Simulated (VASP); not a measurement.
# Fe in VASP: single point with PBE

Aim: the single point of Fe with PBE.

Program: VASP 6.6.1. These are calculated values, not measurements. Logs are shortened: lines on timing, memory, paths and dates and some standing lists are left out, and cuts for length are marked.

## (1) The cell of the first run

The cell holds a slab with vacuum, 7 atoms: a = 4.004 Å, b = 4.004 Å, c = 19.904 Å, α = 90.00°, β = 90.00°, γ = 120.00°.

The slab is cut from a database's or a generator's crystal, which needn't be the stable form of the element.

## (2) Single point, PBE, collinear spin, typed start ((1 1 1) slab cut from the bulk)

The input, INCAR:

```
SYSTEM = Fe
PREC     = Accurate       ! precision mode
ENCUT    = 520            ! plane-wave cutoff, eV
EDIFF    = 1E-6           ! SCF threshold, eV
ISMEAR   = 0              ! smearing method
SIGMA    = 0.1            ! smearing width, eV
LREAL    = .FALSE.        ! projectors in reciprocal space
LASPH    = .TRUE.         ! aspherical terms in the spheres
NELM     = 150            ! most SCF steps
ALGO     = Fast           ! electronic algorithm
ISIF     = 2              ! what is computed and relaxed
LWAVE    = .FALSE.        ! write WAVECAR
LCHARG   = .FALSE.        ! write CHGCAR
ISPIN    = 2              ! spin polarisation
MAGMOM   = 2.44 2.44 2.44 2.44 2.44 2.44 2.44 ! initial moments
LORBIT   = 11             ! projections on sites
LMAXMIX  = 4              ! l up to which the mixer works
LDIPOL   = .TRUE.       
IDIPOL   = 3            
DIPOL    = 0.5 0.5 0.500
GGA      = PE             ! functional
NBANDS   = 41             ! bands
```

The input, KPOINTS:

```
Automatic mesh
0
G
  9 9 1
  0 0 0
```

The input, POSCAR:

```
Fe
1.0
    4.0044583504      0.0000000000      0.0000000000
   -2.0022291752      3.4679626598      0.0000000000
    0.0000000000      0.0000000000     19.9044398273
Fe
7
Direct
    0.6666666667      0.3333333333      0.3768003554
    0.3333333333      0.6666666667      0.4178669036
    0.0000000000      0.0000000000      0.4589334518
    0.6666666667      0.3333333333      0.5000000000
    0.3333333333      0.6666666667      0.5410665482
    0.0000000000      0.0000000000      0.5821330964
    0.6666666667      0.3333333333      0.6231996446
```

Potentials or basis: VASP PAW PBE potentials, release 64 (Fe).

On the command line:

```console
$ cat potpaw_PBE.64/Fe/POTCAR > POTCAR
$ mpirun -np 1 vasp_std > vasp.out
```

OUTCAR:

```text
SYSTEM = Fe
   PREC = Accurate
   ENCUT = 520
   EDIFF = 1E-6
   ISMEAR = 0
   LREAL = .FALSE.
   LASPH = .TRUE.
   NELM = 150
   ISIF = 2
   ISPIN = 2
   LORBIT = 11
   GGA = PE

 ion  position               nearest neighbor table
   1  0.667  0.333  0.377-   4 2.45   2 2.45   2 2.45   2 2.45   3 2.83   3 2.83   3 2.83
   2  0.333  0.667  0.418-   5 2.45   1 2.45   1 2.45   3 2.45   3 2.45   3 2.45   1 2.45   4 2.83
                             4 2.83   4 2.83
   3  0.000  0.000  0.459-   6 2.45   4 2.45   2 2.45   2 2.45   4 2.45   4 2.45   2 2.45   5 2.83
                             1 2.83   5 2.83   1 2.83   1 2.83   5 2.83
   4  0.667  0.333  0.500-   1 2.45   7 2.45   5 2.45   5 2.45   3 2.45   3 2.45   3 2.45   5 2.45
                             2 2.83   2 2.83   6 2.83   6 2.83   6 2.83   2 2.83
   5  0.333  0.667  0.541-   2 2.45   4 2.45   4 2.45   6 2.45   6 2.45   6 2.45   4 2.45   7 2.83
                             7 2.83   3 2.83   3 2.83   3 2.83   7 2.83
   6  0.000  0.000  0.582-   3 2.45   5 2.45   7 2.45   5 2.45   7 2.45   7 2.45   5 2.45   4 2.83
                             4 2.83   4 2.83
   7  0.667  0.333  0.623-   4 2.45   6 2.45   6 2.45   6 2.45   5 2.83   5 2.83   5 2.83

  LATTYP: Found a hexagonal cell.
 ALAT       =     4.0044583504
 C/A-ratio  =     4.9705698213

  Lattice vectors:

 A1 = (   4.0044583504,   0.0000000000,   0.0000000000)
 A2 = (  -2.0022291752,   3.4679626598,   0.0000000000)
 A3 = (   0.0000000000,   0.0000000000,  19.9044398273)

Analysis of symmetry for initial positions (statically):
=====================================================================
 Subroutine PRICEL returns:
 Original cell was already a primitive cell.

 Routine SETGRP: Setting up the symmetry group for a
 hexagonal supercell.

 Subroutine GETGRP returns: Found 12 space group operations
 (whereof  6 operations were pure point group operations)
 out of a pool of 24 trial point group operations.

The static configuration has the point symmetry C_3v.
 The point group associated with its full space group is D_3d.

Analysis of symmetry for dynamics (positions and initial velocities):
=====================================================================
 Subroutine PRICEL returns:
 Original cell was already a primitive cell.

 Routine SETGRP: Setting up the symmetry group for a
 hexagonal supercell.

 Subroutine GETGRP returns: Found 12 space group operations
 (whereof  6 operations were pure point group operations)
 out of a pool of 24 trial point group operations.

The dynamic configuration has the point symmetry C_3v.
 The point group associated with its full space group is D_3d.

Analysis of structural, dynamic, and magnetic symmetry:
=====================================================================
 Subroutine PRICEL returns:
 Original cell was already a primitive cell.

 Routine SETGRP: Setting up the symmetry group for a
 hexagonal supercell.

 Subroutine GETGRP returns: Found 12 space group operations
 (whereof  6 operations were pure point group operations)
 out of a pool of 24 trial point group operations.

The overall configuration has the point symmetry C_3v.
 The point group associated with its full space group is D_3d.

 Subroutine INISYM returns: Found 12 space group operations
 (whereof  6 operations are pure point group operations),
 and found     1 'primitive' translations

----------------------------------------------------------------------------------------

                                     Primitive cell

  volume of cell :     276.4192

  direct lattice vectors                    reciprocal lattice vectors
     4.004458350  0.000000000  0.000000000     0.249721663  0.144176870  0.000000000
    -2.002229175  3.467962660  0.000000000     0.000000000  0.288353739  0.000000000
     0.000000000  0.000000000 19.904439827     0.000000000  0.000000000  0.050240047

  length of vectors
     4.004458350  4.004458350 19.904439827     0.288353739  0.288353739  0.050240047

  position of ions in fractional coordinates (direct lattice)
     0.666666667  0.333333333  0.376800355
     0.333333333  0.666666667  0.417866904
     0.000000000  0.000000000  0.458933452
     0.666666667  0.333333333  0.500000000
[... 62 lines left out ...]
 SYSTEM =  Fe
   PREC   = accura    normal or accurate (medium, high low for compatibility)
   ISTART =      0    job   : 0-new  1-cont  2-samecut
   ICHARG =      2    charge: 1-file 2-atom 10-const
   ISPIN  =      2    spin polarized calculation?
   LNONCOLLINEAR =      F non collinear calculations
   LSORBIT =      F    spin-orbit coupling
   LASPH  =      T    aspherical Exc in radial PAW
   ENCUT  =  520.0 eV  38.22 Ry    6.18 a.u.   7.45  7.45 37.01*2*pi/ulx,y,z
   NELM   =    150;   NELMIN=  2; NELMDL= -5     # of ELM steps
   EDIFF  = 0.1E-05   stopping-criterion for ELM
   LREAL  =      F    real-space projection
   EDIFFG = 0.1E-04   stopping-criterion for IOM
   NSW    =      0    number of steps for IOM
   IBRION =     -1    ionic relax: 0-MD 1-quasi-New 2-CG
   NFREE  =      0    steps in history (QN), initial steepest desc. (CG)
   ISIF   =      2    stress and relaxation
   ISYM   =      2    0-nonsym 1-usesym 2-fastsym
   POTIM  = 0.5000    time-step for ionic-motion
   TEBEG  =    0.0;   TEEND  =   0.0 temperature during run
   PSTRESS=    0.0 pullay stress
   NELECT =      56.0000    total number of electrons
   NUPDOWN=      -1.0000    fix difference up-down
   EMIN   =  10.00;   EMAX   =-10.00  energy-range for DOS
   EFERMI =   0.00;   METHOD = LEGACY
   ISMEAR =     0;   SIGMA  =   0.10  broadening in eV -4-tet -1-fermi 0-gaus
   EFERMI_NEDOS =   21; number of points for ismear=-14 and -15
   IALGO  =     68    algorithm
   IMIX   =      4    mixing-type and parameters
     AMIX     =   0.40;   BMIX     =  1.00
     AMIX_MAG =   1.60;   BMIX_MAG =  1.00
  volume/ion in A,a.u.               =      39.49       266.48
  Fermi-wavevector in a.u.,A,eV,Ry     =   0.961497  1.816967 12.578277  0.924477
  Thomas-Fermi vector in A             =   2.090874
   LORBIT       =     11    0 simple, 1 ext, 2 COOP (PROOUT), +10 PAW based schemes
   GGA     = PE    functional components
   LHFCALC =     F    Hartree Fock is set to
   AEXX    =    0.0000 exact exchange contribution
   IVDW    =     0    specifies the selected vdW correction
   LEPSILON=     F    determine dielectric tensor
   LRPA    =     F    only Hartree local field effects (RPA)
 spin polarized calculation
 RMM-DIIS sequential band-by-band and
 Gauss-broadening in eV      SIGMA  =   0.10
  energy-cutoff  :      520.00
  volume of cell :      276.42
 maximum number of plane-waves:      7509
 NGX is ok and might be reduce to    30
   NGX = 15   NGY = 15   NGZ = 75

 number of electron      56.0000015 magnetization      18.4946075

 dipolmoment           0.000000      0.000000     -0.000000 electrons x Angstroem

 Free energy of the ion-electron system (eV)
  ---------------------------------------------------
  ext. energy  EPLUGINS =         0.00000000
  ---------------------------------------------------
  free energy    TOTEN  =       -52.84022330 eV

  energy without entropy =      -52.80074599  energy(sigma->0) =      -52.82048465

 E-fermi :  -0.9677     XC(G=0):  -4.9058

 val. band max:       -0.9723751811   @ k =   0.3333   0.1111   0.0000
 cond. band min:      -0.9648424092   @ k =   0.2222  -0.0000   0.0000
 fundamental gap:      0.0075327719
 Fermi energy:        -0.9677473707

 spin component 1

 k-point     1 :       0.0000    0.0000    0.0000
  band No.  band energies     occupation
      1      -8.5612      1.00000
      2      -6.4624      1.00000
      3      -5.4255      1.00000
      4      -5.4255      1.00000
      5      -4.5760      1.00000
      6      -4.5760      1.00000
[... 505 lines left out ...]
     39      -0.0283      0.00000
     40       0.3748      0.00000
 Fermi energy:        -0.9677473707

 spin component 2

 k-point     1 :       0.0000    0.0000    0.0000
  band No.  band energies     occupation
      1      -8.3163      1.00000
      2      -6.0512      1.00000
      3      -3.6601      1.00000
      4      -3.4702      1.00000
      5      -3.4702      1.00000
      6      -2.7089      1.00000
[... 505 lines left out ...]
     39       1.9832      0.00000
     40       2.1674      0.00000
 [bands above 40 left out]

------------------------ aborting loop because EDIFF is reached ----------------------------------------

 vacuum level on the upper side and lower side of the slab       (xc-potential included)        -0.001        -0.001

  FORCE on cell =-STRESS in cart. coord.  units (eV):
  Direction    XX          YY          ZZ          XY          YZ          ZX
  --------------------------------------------------------------------------------------
  -------------------------------------------------------------------------------------
  Total       -2.3580472     -2.3580472     -1.4779769      0.0000000     -0.0000000      0.0000000
  in kB      -13.6676837    -13.6676837     -8.5666314      0.0000000     -0.0000000      0.0000000
  external PRESSURE =     -11.9673329 kB  Pullay stress =       0.0000000 kB

 VOLUME and BASIS-vectors are now :
 -----------------------------------------------------------------------------
  energy-cutoff  :      520.00
  volume of cell :      276.42
      direct lattice vectors                 reciprocal lattice vectors
     4.004458350  0.000000000  0.000000000     0.249721663  0.144176870  0.000000000
    -2.002229175  3.467962660  0.000000000     0.000000000  0.288353739  0.000000000
     0.000000000  0.000000000 19.904439827     0.000000000  0.000000000  0.050240047

 POSITION                                       TOTAL-FORCE (eV/Angst)
 -----------------------------------------------------------------------------------
      2.00223      1.15599      7.50000        -0.000000      0.000000      0.397553
     -0.00000      2.31198      8.31741        -0.000000     -0.000000      0.217071
      0.00000      0.00000      9.13481        -0.000000      0.000000     -0.724728
      2.00223      1.15599      9.95222         0.000000      0.000000     -0.000000
     -0.00000      2.31198     10.76963         0.000000      0.000000      0.724728
      0.00000      0.00000     11.58703         0.000000      0.000000     -0.217071
      2.00223      1.15599     12.40444         0.000000     -0.000000     -0.397553
 -----------------------------------------------------------------------------------
    total drift:                               -0.000000      0.000000     -0.000000

  FREE ENERGIE OF THE ION-ELECTRON SYSTEM (eV)
  ---------------------------------------------------
  free  energy   TOTEN  =       -52.8402232987 eV

  energy  without entropy=      -52.8007459925  energy(sigma->0) =      -52.82048465

 vacuum level on the upper side and lower side of the slab         2.910         2.910

 total charge

# of ion       s       p       d       tot
------------------------------------------
    1        0.450   0.269   6.195   6.914
    2        0.480   0.435   6.268   7.184
    3        0.479   0.489   6.217   7.185
    4        0.481   0.526   6.270   7.276
    5        0.479   0.489   6.217   7.185
    6        0.480   0.435   6.268   7.184
    7        0.450   0.269   6.195   6.914
--------------------------------------------------
tot          3.299   2.912  43.630  49.841

 magnetization (x)

# of ion       s       p       d       tot
------------------------------------------
    1        0.013   0.008   2.856   2.877
    2       -0.012  -0.019   2.441   2.410
    3       -0.009  -0.046   2.595   2.540
    4       -0.015  -0.058   2.461   2.388
    5       -0.009  -0.046   2.595   2.540
    6       -0.012  -0.019   2.441   2.410
    7        0.013   0.008   2.856   2.877
--------------------------------------------------
tot         -0.031  -0.171  18.244  18.042
```

Run time: 10 min. Hardware: 1 thread of Intel Xeon Platinum 8488C (Sapphire Rapids), shared host; peak memory 0.55 GiB.

What came out:

| Property | Result |
| --- | --- |
| Free energy | -52.8402 eV |
| Largest force | 0.725 eV/Å |
| Band gap on the k mesh | none (metal or under the smearing width) |
| Net moment | 18.49 μB per cell |
| Site moments | Fe +2.88, +2.41, +2.54, +2.39 μB |
| Valence electrons inside the program's atomic spheres | Fe 6.91, 7.18, 7.28 |

Forces on the atoms (eV/Å):
```
Fe   0.000  0.000  0.398
Fe   0.000  0.000  0.217
Fe   0.000  0.000 -0.725
Fe   0.000  0.000  0.000
Fe   0.000  0.000  0.725
Fe   0.000  0.000 -0.217
Fe   0.000  0.000 -0.398
```
